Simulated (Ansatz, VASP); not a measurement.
## Two plane-wave programs on HfO2

INCAR

```
SYSTEM = HfO2
PREC = Accurate ; ENCUT = 520
EDIFF = 1E-6 ; ISMEAR = 0
SIGMA = 0.05 ; LREAL = .False.
LASPH = .True. ; NELM = 100
ALGO = Normal ; ISIF = 2
LWAVE = .False. ; LCHARG = .True.
GGA = PE ; LELF = .True.
LVHAR = .True. ; NBANDS = 18
```

The input KPOINTS:

```
Automatic mesh
0
Gamma
  8 8 8
  0 0 0
```

The input POSCAR:

```
HfO2
1.0
    0.0000000000      2.5575000000      2.5575000000
    2.5575000000      0.0000000000      2.5575000000
    2.5575000000      2.5575000000      0.0000000000
Hf O
1 2
Direct
    0.0000000000      0.0000000000      0.0000000000
    0.2500000000      0.2500000000      0.2500000000
    0.7500000000      0.7500000000      0.7500000000
```

Input for Ansatz:

```yaml
crystal:
  lattice:
    - [0.0, 2.5575, 2.5575]
    - [2.5575, 0.0, 2.5575]
    - [2.5575, 2.5575, 0.0]
  atoms:
    - { symbol: Hf, position: [0.0, 0.0, 0.0] }
    - { symbol: O, position: [0.25, 0.25, 0.25] }
    - { symbol: O, position: [0.75, 0.75, 0.75] }
basis:
  ecutwfc: 420
kpoints:
  mp_grid: { grid: [8, 8, 8] }
hamiltonian:
  xc: pbe
scf:
  occupations: { method: gaussian, width: 0.05 }
output:
  forces: true
  stress: true
  eigenvalues: true
```

Measurements of this composition are mostly on another form, of space group No. 14.

Alike in both runs: task single point; functional PBE; k mesh 8 × 8 × 8; occupations gaussian, width 0.05 eV; no spin polarisation.

|  | VASP | Ansatz |
| --- | --- | --- |
| version | VASP 6.6.1 | Ansatz 0.2.0 |
| potentials or method | VASP PAW PBE potentials, release 64 (Hf_pv, O) | scalar-relativistic, plane waves, PAW |
| plane-wave cutoff (eV) | 520 | 420 |
| valence electrons in the cell | 22 | 38 |

```csv
,VASP,Ansatz,Ansatz less VASP
gap on the k mesh at the Fermi level (eV),3.73,3.72,-0.009
least direct gap on the mesh (eV),3.73,3.72,-0.009
pressure (GPa),-6.0,-2.5,+3.53
```

The two sets of potentials don't hold the same shells in valence.

Caveats: spin-orbit coupling is left out, which moves the levels of the heavy elements. A hybrid or GW would open this gap; PBE tends to underestimate it. A k mesh can miss the band edges.
